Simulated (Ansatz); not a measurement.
## Strain response of ZrS2

The calculation used Ansatz, DFT PBE, scalar-relativistic, plane waves, PAW. (420 eV cutoff, 12×12×4 k-mesh, Gaussian smearing of 0.02 eV, no spin polarisation)

The relaxed crystal:

```
Zr S
1.0
     3.68521    0.00000    0.00000
    -1.84260    3.19148    0.00000
     0.00000    0.00000    6.75791
Zr S
1 2
Direct
  0.00000 0.00000 0.00000
  0.66667 0.33333 0.78568
  0.33333 0.66667 0.21432
```

Deformation: c alone is stretched, the rest of the cell is held and the atoms relax, all within the symmetry that the strain leaves. Energies are extrapolated to zero smearing. Gaps are Kohn–Sham gaps over the whole zone.

```csv
strain (%),ΔE (meV/atom),a (Å),b (Å),c (Å),gap (eV)
-3.0,0.2,3.685,3.685,6.555,1.12
-2.0,0.1,3.685,3.685,6.623,1.13
-1.0,0.0,3.685,3.685,6.690,1.13
+0.0,0.0,3.685,3.685,6.758,1.14
+1.0,0.0,3.685,3.685,6.825,1.14
+2.0,0.0,3.685,3.685,6.893,1.14
+3.0,0.1,3.685,3.685,6.961,1.15
```

**Question.** What stiffness (1/V) d²E/dε² at zero strain does a cubic fit over all points give?

**Answer.** A cubic fit gives (1/V) d²E/dε² = 2 GPa at zero strain (the elastic constant along c at held a and b).

**Question.** How fast does the gap move with strain on either side?

**Answer.** 4 meV per percent on the compressed side and 5 meV per percent on the stretched side; it is indirect at -1.0 %, indirect at zero and indirect at +1.0 %.